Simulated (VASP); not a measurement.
Runs of VASP 6.6.1 on Mo. It takes space group P6_3/mmc (No. 194, hexagonal). Conventional cell: a = 2.805 Å, b = 2.805 Å, c = 4.580 Å, α = 90.00°, β = 90.00°, γ = 120.00°. Mo (site symmetry -6m2) is surrounded by 12 Mo at 2.80 Å. This isn't the form of Mo at room conditions, which is bcc.

| task | level | potentials or basis | cell | k mesh | cutoff (eV) | mesh quality | gap on the mesh (eV) | pressure (GPa) | relaxed volume (Å³/atom) |
| --- | --- | --- | --- | --- | --- | --- | --- | --- | --- |
| relaxation of cell and atoms | PBEsol | VASP PAW PBE potentials, release 64 (Mo_sv) | relaxed | 18 × 18 × 10 | 300 | not flagged | none | 0.0 | (b) |
| relaxation of cell and atoms | LDA | VASP PAW LDA potentials, release 64 (Mo_sv) | relaxed | 18 × 18 × 10 | 600 | not flagged | none | 0.0 | 15.39 |
| relaxation of cell and atoms | PBEsol | VASP PAW PBE potentials, release 64 (Mo_sv) | relaxed | 6 × 6 × 4 | 600 | coarse | none | 0.0 | 15.50 |
| relaxation of cell and atoms | PBE+D3(BJ) | VASP PAW PBE potentials, release 64 (Mo_sv) | relaxed | 18 × 18 × 10 | 600 | not flagged | none | 0.0 | (c) |
| relaxation of cell and atoms | PBE | VASP PAW PBE potentials, release 64 (Mo_sv) | relaxed | 18 × 18 × 10 | 600 | not flagged | none | 0.0 | 16.14 |
| relaxation of cell and atoms | RPBE | VASP PAW PBE potentials, release 64 (Mo_sv) | relaxed | 18 × 18 × 10 | 600 | not flagged | none | 0.0 | 16.38 |
| relaxation of cell and atoms | PBEsol | VASP PAW PBE potentials, release 64 (Mo) | relaxed | 18 × 18 × 10 | 580 | not flagged | none | 0.0 | (a) |
| single point | PBEsol | VASP PAW PBE potentials, release 64 (Mo_sv) | as given | 18 × 18 × 10 | 520 | not flagged | none | -1.0 | - |

Alike in all rows: no spin polarisation; smearing gaussian 0.1 eV.

Question: Estimate the missing entries.

Answer: (a) 15.53; (b) 15.62; (c) 15.66.

Caveats: some runs use coarse meshes; the PAW data sets were made with another functional, which shifts forces and pressure a little (some runs); the cutoff is under 1.25 times the usual one of these potentials, so pressure, stress and relaxed cells hold a basis-set (Pulay) error (some runs); pairwise dispersion overbinds metals, which lowers pressure and volume (some runs).

A k mesh can miss the band edges, and the runs leave out spin-orbit coupling on Mo.

A gap of «none» marks a metal or a gap under the smearing width.

Not every run made on this cell is shown here.
